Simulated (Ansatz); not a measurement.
Runs of Ansatz 0.2.0 on SnO2 (Cassiterite). Symmetry: P4_2/mnm, No. 136, tetragonal system. Conventional cell: a = 4.738 Å, b = 4.738 Å, c = 3.187 Å, α = 90.00°, β = 90.00°, γ = 90.00°. Sn (site symmetry mmm) is surrounded by 6 O at 2.05 to 2.06 Å. O (site symmetry m2m) is surrounded by 3 Sn at 2.05 to 2.06 Å. 

```csv
cell,target pressure (GPa),gap on the mesh (eV),pressure (GPa)
relaxed to 2 GPa,2,1.02,2.0
relaxed to 30 GPa,30,(b),30.0
relaxed,0,0.92,0.0
relaxed to 5 GPa,5,1.18,5.0
relaxed to 20 GPa,20,(a),20.0
relaxed to 10 GPa,10,1.42,10.0
```

Alike in all rows: task relaxation of cell and atoms; level PBEsol; potentials or basis Ansatz PAW; no spin polarisation; k mesh 6 × 6 × 8; cutoff (eV) 420; smearing fermi-dirac 0.05 eV.

Question: Fill in the values left out.

Answer: (a) 1.87; (b) 2.27.

Caveats: the plane-wave basis is chosen anew once the cell has moved, so the energies of steps on either side of that aren't comparable; spin-orbit coupling is left out, which moves the levels of the heavy elements; the PAW data sets come from PBE, with cores solved anew for the run's functional, which leaves a small shift of forces and pressure.

A k mesh can miss the band edges, and the runs leave out spin-orbit coupling on Sn.

Runs at the PBE level aren't shown here.
